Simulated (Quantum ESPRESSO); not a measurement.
The system is TePb.

```
Pb Te
1.0
     0.00000    3.23100    3.23100
     3.23100    0.00000    3.23100
     3.23100    3.23100    0.00000
Pb Te
1 1
Direct
  0.00000 0.00000 0.00000
  0.50000 0.50000 0.50000
```

| Quantity | Value |
| --- | --- |
| Program | Quantum ESPRESSO 7.5 |
| Task | phonons |
| Functional | WC |
| Potentials or basis | GBRV 1.5 PBE |
| Cutoff | 612 eV |
| Density cutoff | 4898 eV |
| k mesh | 6 × 6 × 6, shifted |
| Occupations | fermi-dirac, width 0.05 eV |
| Spin | no spin polarisation |
| Mixing beta | 0.5 |
| Most SCF iterations | 120 |
| SCF threshold | 4e-10 Ry |

The cell and the atoms were relaxed first, to 33.39 Å³/atom (a = 4.554 Å, b = 4.554 Å, c = 4.554 Å, α = 60.00°, β = 60.00°, γ = 60.00°), and the response was taken there.

The first run showed a gap, so the response started from a second, tighter run with fixed occupations.

Problem. Where do the zone-centre optical modes lie?

Solution. T1u at 46 cm⁻¹ (IR). Polar modes are given without the macroscopic field (transverse values).

Optical modes at Γ, degenerate ones joined, polar ones without the macroscopic field:
| cm⁻¹ | components | symmetry | active in | IR intensity, summed ((D/Å)²/amu) |
| --- | --- | --- | --- | --- |
| 46 | 3 | T1u | IR | 30.37 |

Zone-centre frequencies without and with the macroscopic field along z (cm⁻¹):
|  | optical modes in rising order |
| --- | --- |
| without | 46 46 46 |
| with the field | 46 46 111 |

Caveat: the potentials were made for another functional, which shifts forces and pressure.
